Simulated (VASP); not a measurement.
# HfO₂: kinetic-energy density

HfO₂, Fm-3m (no. 225), 3 atoms in the cell. PBE; PAW potentials Hf_pv, O (PBE set).

## Input

INCAR:
```
SYSTEM = HfO2
ALGO     = Normal         ! electronic algorithm
EDIFF    = 1E-7           ! SCF threshold, eV
ENCUT    = 520            ! plane-wave cutoff, eV
ISIF     = 2              ! what is computed and relaxed
ISMEAR   = 0              ! smearing method
LASPH    = .TRUE.         ! aspherical terms in the spheres
LCHARG   = .TRUE.         ! write CHGCAR
LREAL    = .FALSE.        ! projectors in reciprocal space
LTAU     = .TRUE.       
LWAVE    = .FALSE.        ! write WAVECAR
NELM     = 100            ! most SCF steps
PREC     = Accurate       ! precision mode
SIGMA    = 0.02           ! smearing width, eV
```

KPOINTS:
```
k-points
0
Gamma
  8 8 8
```

POSCAR:
```
HfO2
1.0
    0.0000000000      2.5575000000      2.5575000000
    2.5575000000      0.0000000000      2.5575000000
    2.5575000000      2.5575000000      0.0000000000
Hf O
1 2
Direct
    0.0000000000      0.0000000000      0.0000000000
    0.7500000000      0.7500000000      0.7500000000
    0.2500000000      0.2500000000      0.2500000000
```

Commands:
```
cat potpaw_PBE.64/Hf_pv/POTCAR potpaw_PBE.64/O/POTCAR > POTCAR
mpirun -np 1 vasp_std > vasp.out
```

## Result

- Kinetic energy of the pseudo orbitals (eV): 576.89

VASP 6.6.1 took 29 s on 1 core (Intel Xeon Platinum 8488C (Sapphire Rapids)), a shared host.
